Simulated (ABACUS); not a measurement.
# GaAs (F-43m) in ABACUS: a series of runs

One crystal, GaAs, is run at these levels: OLYP; tasks: band structure, equation of state.

All numbers are computed with ABACUS 3.10.1; they aren't measurements. Logs are shortened: lines on timing, memory, paths and dates and some standing lists are left out, and cuts for length are marked.

**What was measured.**

“Evidence of valence band perturbations in GaAsN/GaAs(001): A combined variable-angle spectroscopic ellipsometry and modulated photoreflectance investigation”, 2008, arxiv:0805.2212 reports, for a bulk crystal of GaAs at 300 K: band gap 1.412 ± 0.01 eV (direct).

How close the calculation comes is told below.

### Step 1. Starting point

Symmetry: F-43m, No. 216, cubic system. The conventional cell has a = 5.654 Å, b = 5.654 Å, c = 5.654 Å, α = 90.00°, β = 90.00°, γ = 90.00°. As (site symmetry -43m) is surrounded by 4 Ga at 2.45 Å. Around Ga (site symmetry -43m) lie 4 As at 2.45 Å.

### Step 2. Band structure, OLYP

INPUT reads:

```
INPUT_PARAMETERS
suffix              GaAs
calculation         nscf
basis_type          pw
pseudo_dir          ./
symmetry            -1
dft_functional      GGA_X_OPTX+GGA_C_LYP
ecutwfc             84.0
pseudo_rcut         10
nspin               1
nbands              24
ks_solver           dav
smearing_method     fd
smearing_sigma      0.00367493
scf_thr             1e-08
scf_nmax            100
mixing_type         broyden
mixing_beta         0.7
init_chg            file
pw_diag_thr         1e-07
out_band            1
kpar                4
```

STRU reads:

```
ATOMIC_SPECIES
As 74.9216 As.upf
Ga 69.7230 Ga.upf

LATTICE_CONSTANT
1.8897261246

LATTICE_VECTORS
0.0000000000 2.8268500000 2.8268500000
2.8268500000 0.0000000000 2.8268500000
2.8268500000 2.8268500000 0.0000000000

ATOMIC_POSITIONS
Cartesian

As
0.0
1
4.2402750000 4.2402750000 4.2402750000 1 1 1

Ga
0.0
1
0.0000000000 0.0000000000 0.0000000000 1 1 1
```

KPT reads:

```
K_POINTS
12
Line
0.00000000 0.00000000 0.00000000 10 // G
0.50000000 0.00000000 0.50000000 10 // X
0.50000000 0.25000000 0.75000000 10 // W
0.37500000 0.37500000 0.75000000 10 // K
0.00000000 0.00000000 0.00000000 10 // G
0.50000000 0.50000000 0.50000000 10 // L
0.62500000 0.25000000 0.62500000 10 // U
0.50000000 0.25000000 0.75000000 10 // W
0.50000000 0.50000000 0.50000000 10 // L
0.37500000 0.37500000 0.75000000 1 // K
0.62500000 0.25000000 0.62500000 10 // U
0.50000000 0.00000000 0.50000000 1 // X
```

Potentials or basis: PseudoDojo NC SR 0.4.1 PBE standard, plane waves.

Launch:

```console
$ OMP_NUM_THREADS=1 mpirun -np 4 abacus > log
```

running log:

```text
ABACUS v3.10.1

               Atomic-orbital Based Ab-initio Computation at UStc

 ------------------------------------------------------------------------------------

 READING GENERAL INFORMATION
                           global_out_dir = OUT.GaAs/
                           global_in_card = INPUT
                               pseudo_dir = ./
                              orbital_dir =
                                    DSIZE = 4
                                    GSIZE = 1

 READING UNITCELL INFORMATION
                                    ntype = 2
                  lattice constant (Bohr) = 1.88973
              lattice constant (Angstrom) = 1

 READING ATOM TYPE 1
                               atom label = As
                      L=0, number of zeta = 1
                      L=1, number of zeta = 1
                      L=2, number of zeta = 1
             number of atom for this type = 1

 READING ATOM TYPE 2
                               atom label = Ga
                      L=0, number of zeta = 1
                      L=1, number of zeta = 1
                      L=2, number of zeta = 1
             number of atom for this type = 1

                        TOTAL ATOM NUMBER = 2
CARTESIAN COORDINATES ( UNIT =       1.889726124600 Bohr ).
    atom                   x                   y                   z     mag                  vx                  vy                  vz
tauc_As1            4.2402750000        4.2402750000        4.2402750000  0.0000        0.0000000000        0.0000000000        0.0000000000
tauc_Ga1            0.0000000000        0.0000000000        0.0000000000  0.0000        0.0000000000        0.0000000000        0.0000000000

                          Volume (Bohr^3) = 304.884
                             Volume (A^3) = 45.1791

 Lattice vectors: (Cartesian coordinate: in unit of a_0)
                   +0            +2.82685            +2.82685
             +2.82685                  +0            +2.82685
             +2.82685            +2.82685                  +0
 Reciprocal vectors: (Cartesian coordinate: in unit of 2 pi/a_0)
            -0.176875           +0.176875           +0.176875
            +0.176875           -0.176875           +0.176875
            +0.176875           +0.176875           -0.176875
 The esolver type has been set to : ksdft_pw

                PAO radial cut off (Bohr) = 10

 Read in pseudopotential file is As.upf
                     pseudopotential type = NC
          exchange-correlation functional = PBE
                 nonlocal core correction = 1
                        valence electrons = 15
                                     lmax = 2
                           number of zeta = 3
                     number of projectors = 6
                           L of projector = 0
                           L of projector = 0
                           L of projector = 1
                           L of projector = 1
                           L of projector = 2
                           L of projector = 2
 XC functional updated to : GGA_X_OPTX+GGA_C_LYP
          exchange-correlation functional = GGA_X_OPTX+GGA_C_LYP
                PAO radial cut off (Bohr) = 10

 Read in pseudopotential file is Ga.upf
                     pseudopotential type = NC
          exchange-correlation functional = PBE
                 nonlocal core correction = 1
                        valence electrons = 13
                                     lmax = 2
                           number of zeta = 3
                     number of projectors = 6
                           L of projector = 0
                           L of projector = 0
                           L of projector = 1
                           L of projector = 1
                           L of projector = 2
                           L of projector = 2
 XC functional updated to : GGA_X_OPTX+GGA_C_LYP
          exchange-correlation functional = GGA_X_OPTX+GGA_C_LYP
     initial pseudo atomic orbital number = 18

 SETUP THE ELECTRONS NUMBER
            electron number of element As = 15
      total electron number of element As = 15
            electron number of element Ga = 13
      total electron number of element Ga = 13
            AUTOSET number of electrons:  = 28
                           occupied bands = 14
                                   NBANDS = 24
                                   NLOCAL = 18

%%%%%%%%%%%%%%%%%%%%%%%%%%%%%%%%%%%%%%%%%%%%%%%%%%%%%%%%%%%%%%%%%%%%%%%%%%%%%%%%%%%%%%%%%%%%%%%%%%%%%%%%%%
 Warning: the number of valence electrons in pseudopotential > 5 for As: [Ar] 3d10 4s2 4p3
 Warning: the number of valence electrons in pseudopotential > 3 for Ga: [Ar] 3d10 4s2 4p1
 Pseudopotentials with additional electrons can yield (more) accurate outcomes, but may be less efficient.
 If you're confident that your chosen pseudopotential is appropriate, you can safely ignore this warning.
%%%%%%%%%%%%%%%%%%%%%%%%%%%%%%%%%%%%%%%%%%%%%%%%%%%%%%%%%%%%%%%%%%%%%%%%%%%%%%%%%%%%%%%%%%%%%%%%%%%%%%%%%%

 SETUP THE PLANE WAVE BASIS
 energy cutoff for charge/potential (unit:Ry) = 336
            fft grid for charge/potential = [ 45, 45, 45 ]
                        fft grid division = [ 1, 1, 1 ]
        big fft grid for charge/potential = [ 45, 45, 45 ]
                                     nbxx = 91125
                                     nrxx = 91125

 SETUP PLANE WAVES FOR CHARGE/POTENTIAL
                    number of plane waves = 31775
                         number of sticks = 1333

 PARALLEL PW FOR CHARGE/POTENTIAL
     PROC   COLUMNS(POT)             PW
        1           1333          31775
 --------------- sum -------------------
        1           1333          31775
                            number of |g| = 326
                                  max |g| = 30.3776
                                  min |g| = 0

----------- Double Check Mixing Parameters Begin ------------
mixing_type: broyden
mixing_beta: 0.7
mixing_gg0: 1
mixing_gg0_min: 0.1
mixing_ndim: 8
----------- Double Check Mixing Parameters End ------------

 SETUP K-POINTS
                                    nspin = 1
                                   nkstot = 102
K-POINTS DIRECT COORDINATES
 KPOINTS    DIRECT_X    DIRECT_Y    DIRECT_Z  WEIGHT
       1  0.00000000  0.00000000  0.00000000  1.0000
       2  0.05000000  0.00000000  0.05000000  1.0000
       3  0.10000000  0.00000000  0.10000000  1.0000
       4  0.15000000  0.00000000  0.15000000  1.0000
       5  0.20000000  0.00000000  0.20000000  1.0000
       6  0.25000000  0.00000000  0.25000000  1.0000
[... 22 lines left out ...]
      29  0.40000000  0.35000000  0.75000000  1.0000
      30  0.38750000  0.36250000  0.75000000  1.0000
[... 72 further k points ...]

           k-point number in this process = 26
       minimum distributed K point number = 25

[... K-POINTS CARTESIAN COORDINATES: 26 rows ...]

[... K-POINTS DIRECT COORDINATES: 26 rows ...]

 SETUP PLANE WAVES FOR WAVE FUNCTIONS
     energy cutoff for wavefunc (unit:Ry) = 84
              fft grid for wave functions = [ 45, 45, 45 ]
                    number of plane waves = 4909
                         number of sticks = 379

 PARALLEL PW FOR WAVE FUNCTIONS
     PROC   COLUMNS(POT)             PW
        1            379           4909
 --------------- sum -------------------
        1            379           4909

 SETUP NONLOCAL PSEUDOPOTENTIALS IN PLANE WAVE BASIS
 As non-local projectors:
 projector 1 L=0
 projector 2 L=0
 projector 3 L=1
 projector 4 L=1
 projector 5 L=2
 projector 6 L=2
 Ga non-local projectors:
 projector 1 L=0
 projector 2 L=0
 projector 3 L=1
 projector 4 L=1
 projector 5 L=2
 projector 6 L=2
      TOTAL NUMBER OF NONLOCAL PROJECTORS = 36

 Init Non-Local PseudoPotential table :
 Init Non-Local-Pseudopotential done.

                                     npwx = 3988

 Make real space PAO into reciprocal space.
       max mesh points in Pseudopotential = 1001
     dq(describe PAO in reciprocal space) = 0.01
                                    max q = 1104

 number of pseudo atomic orbitals for As is 3
WARNING: norm of atomic wavefunction # 3 of atomic type As is 0.99996, renormalized

 number of pseudo atomic orbitals for Ga is 3
WARNING: norm of atomic wavefunction # 2 of atomic type Ga is 0.999997, renormalized
WARNING: norm of atomic wavefunction # 3 of atomic type Ga is 0.998668, renormalized

 -------------------------------------------
 NONSELF-CONSISTENT
 -------------------------------------------
                                 init_chg = file
 try to read charge from file
 Read in the charge density: OUT.GaAs//GaAs-CHARGE-DENSITY.restart

 PW ALGORITHM --------------- ION=   1  ELEC=   1--------------------------------

 k(1/102) Iter steps (avg)=9 threshold=1e-07

 k(2/102) Iter steps (avg)=9 threshold=1e-07

 k(3/102) Iter steps (avg)=10 threshold=1e-07

 k(4/102) Iter steps (avg)=9 threshold=1e-07

 k(5/102) Iter steps (avg)=9 threshold=1e-07

 k(6/102) Iter steps (avg)=10 threshold=1e-07
 k(7/102) Iter steps (avg)=15 threshold=1e-07
 k(8/102) Iter steps (avg)=16 threshold=1e-07

 k(9/102) Iter steps (avg)=21 threshold=1e-07
 k(10/102) Iter steps (avg)=13 threshold=1e-07
 k(11/102) Iter steps (avg)=12 threshold=1e-07
 k(12/102) Iter steps (avg)=15 threshold=1e-07
 k(13/102) Iter steps (avg)=11 threshold=1e-07
 k(14/102) Iter steps (avg)=14 threshold=1e-07
 k(15/102) Iter steps (avg)=15 threshold=1e-07
 k(16/102) Iter steps (avg)=21 threshold=1e-07
 k(17/102) Iter steps (avg)=34 threshold=1e-07
 k(18/102) Iter steps (avg)=29 threshold=1e-07
 k(19/102) Iter steps (avg)=33 threshold=1e-07
 k(20/102) Iter steps (avg)=29 threshold=1e-07
 k(21/102) Iter steps (avg)=30 threshold=1e-07
 k(22/102) Iter steps (avg)=23 threshold=1e-07
 k(23/102) Iter steps (avg)=20 threshold=1e-07
 k(24/102) Iter steps (avg)=17 threshold=1e-07
 k(25/102) Iter steps (avg)=15 threshold=1e-07
 k(26/102) Iter steps (avg)=16 threshold=1e-07
[... levels at 26 k points of this process ...]

 Density error is 0.00000000000
                          Error Threshold = 1.00000000000e-07
----------------------------------------------------------
     Energy           Rydberg                 eV
----------------------------------------------------------
 E_KohnSham     -366.7175327278      -4989.4480016000
 E_KS(sigma->0) -366.7175322388      -4989.4479949458
 E_Harris       -366.7175327278      -4989.4480016000
 E_band         -21.9391776365       -298.4978252910
 E_one_elec     -192.6483405775      -2621.1151420985
 E_Hartree      115.5217524037       1571.7540756351
 E_xc           -91.2381097951       -1241.3581679635
 E_Ewald        -198.3528337807      -2698.7287538646
 E_entropy(-TS) -0.0000009781        -0.0000133084
 E_descf        0.0000000000         0.0000000000
 E_exx          0.0000000000         0.0000000000
 E_Fermi        0.7004437932         9.5300267159
----------------------------------------------------------

 charge density convergence is achieved
 final etot is -4989.4480016 eV
 EFERMI = 9.5300267159 eV

 STATE ENERGY(eV) AND OCCUPATIONS    NSPIN == 1
 1/26 kpoint (Cartesian) = 0.0000 0.0000 0.0000 (3839 pws)
       1       -26.7864      0.0196078
       2       -26.7864      0.0196078
       3       -26.7864      0.0196078
       4       -26.7779      0.0196078
       5       -26.7779      0.0196078
       6       -6.16077      0.0196078
[... 16 lines left out ...]
      23        20.9806        0.00000
      24        20.9806        0.00000

 2/26 kpoint (Cartesian) = 0.0000 0.017688 0.0000 (3923 pws)
       1       -26.7864      0.0196078
       2       -26.7863      0.0196078
       3       -26.7863      0.0196078
       4       -26.7779      0.0196078
       5       -26.7778      0.0196078
       6       -6.16366      0.0196078
[... 16 lines left out ...]
      23        21.0645        0.00000
      24        21.3941        0.00000

 3/26 kpoint (Cartesian) = 0.0000 0.035375 0.0000 (3931 pws)
       1       -26.7864      0.0196078
       2       -26.7862      0.0196078
       3       -26.7862      0.0196078
       4       -26.7779      0.0196078
       5       -26.7778      0.0196078
       6       -6.17174      0.0196078
[... 16 lines left out ...]
      23        21.3169        0.00000
      24        22.0238        0.00000

 4/26 kpoint (Cartesian) = 0.0000 0.053063 0.0000 (3939 pws)
       1       -26.7865      0.0196078
       2       -26.7860      0.0196078
       3       -26.7860      0.0196078
       4       -26.7780      0.0196078
       5       -26.7777      0.0196078
       6       -6.18363      0.0196078
[... 16 lines left out ...]
      23        21.7387        0.00000
      24        22.5990        0.00000

 5/26 kpoint (Cartesian) = 0.0000 0.070750 0.0000 (3951 pws)
       1       -26.7866      0.0196078
       2       -26.7858      0.0196078
       3       -26.7858      0.0196078
       4       -26.7780      0.0196078
       5       -26.7776      0.0196078
       6       -6.19760      0.0196078
[... 16 lines left out ...]
      23        22.3305        0.00000
      24        23.1913        0.00000

 6/26 kpoint (Cartesian) = 0.0000 0.088438 0.0000 (3976 pws)
       1       -26.7867      0.0196078
       2       -26.7855      0.0196078
       3       -26.7855      0.0196078
       4       -26.7781      0.0196078
       5       -26.7774      0.0196078
       6       -6.21202      0.0196078
[... 16 lines left out ...]
      23        23.0902        0.00000
      24        23.8729        0.00000

[... levels at 20 further k points ...]

 --------------------------------------------
 !FINAL_ETOT_IS -4989.448001599958 eV
 --------------------------------------------

 Output bands in file: OUT.GaAs/BANDS_1.dat
```

Run time: 12 s. Hardware: 4 MPI ranks of Intel Xeon Platinum 8488C (Sapphire Rapids), shared host; peak memory 0.48 GiB.

What came out:

- Band gap along the path: 0.87 eV, direct

Levels at the corners of the path, in eV from the Fermi level:
```
point  band 10  band 11  band 12  band 13  band 14  band 15  band 16  band 17  band 18  band 19
    Γ   -15.61   -13.07    -0.46    -0.46    -0.46     0.41     3.35     3.35     3.35     7.87
    X   -15.60   -10.62    -7.15    -3.10    -3.10     1.32     1.45     9.87     9.87    10.95
    W   -15.61   -10.57    -6.97    -3.90    -3.70     4.30     4.53     5.14     5.85    10.86
    K   -15.61   -10.66    -6.97    -4.21    -2.68     1.77     4.39     7.70     7.74     8.51
    Γ   -15.61   -13.07    -0.46    -0.46    -0.46     0.41     3.35     3.35     3.35     7.87
    L   -15.61   -11.35    -6.96    -1.59    -1.59     0.82     4.28     4.28     7.87    10.44
    U   -15.61   -10.66    -6.97    -4.21    -2.68     1.77     4.39     7.70     7.74     8.51
    W   -15.61   -10.57    -6.97    -3.90    -3.70     4.30     4.53     5.14     5.85    10.86
    L   -15.61   -11.35    -6.96    -1.59    -1.59     0.82     4.28     4.28     7.87    10.44
    K   -15.61   -10.66    -6.97    -4.21    -2.68     1.77     4.39     7.70     7.74     8.51
    U   -15.61   -10.66    -6.97    -4.21    -2.68     1.77     4.39     7.70     7.74     8.51
    X   -15.60   -10.62    -7.15    -3.10    -3.10     1.32     1.45     9.87     9.87    10.95
```

Caveat: the density is read from an earlier self-consistent run, whose mesh may be coarse.

(Continued in part 2 of 2.)
